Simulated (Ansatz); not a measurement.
Runs of Ansatz 0.2.0 on Cs2AgBiBr6. The structure is cubic, space group Fm-3m (No. 225). Conventional cell: a = 11.232 Å, b = 11.232 Å, c = 11.232 Å, α = 90.00°, β = 90.00°, γ = 90.00°. Bi (site symmetry m-3m) is surrounded by 6 Br at 2.81 Å. Cs (site symmetry -43m) has 12 Br at 3.97 Å as nearest neighbours. Ag (site symmetry m-3m) is surrounded by 6 Br at 2.80 Å. Br (site symmetry 4mm) is surrounded by 1 Ag at 2.80 Å and 1 Bi at 2.81 Å. 

```csv
U,gap on the mesh (eV),pressure (GPa),largest force (eV/Å)
Ag d U = 2 eV,(b),0.1,0.25
Ag d U = 4 eV,1.46,0.1,(c)
Ag d U = 8 eV,1.63,0.2,0.13
Ag d U = 3 eV,1.40,0.1,0.22
Ag d U = 6 eV,(a),0.2,0.16
```

Alike in all rows: task projected density of states; level PBEsol+U; potentials or basis Ansatz PAW; no spin polarisation; cell as given; k mesh 4 × 4 × 4; cutoff (eV) 420; smearing fermi-dirac 0.05 eV.

Q: Estimate the missing entries.

A: (a) 1.55; (b) 1.34; (c) 0.20.

Caveats: spin-orbit coupling is left out, which as a rule narrows the gap of such compounds by several tenths of an eV; the PAW data sets come from PBE, with cores solved anew for the run's functional, which leaves a small shift of forces and pressure; the density of states is complete only up to the lowest level of the last band computed.

A k mesh can miss the band edges, and the runs leave out spin-orbit coupling on Ag, Bi, Br, Cs.
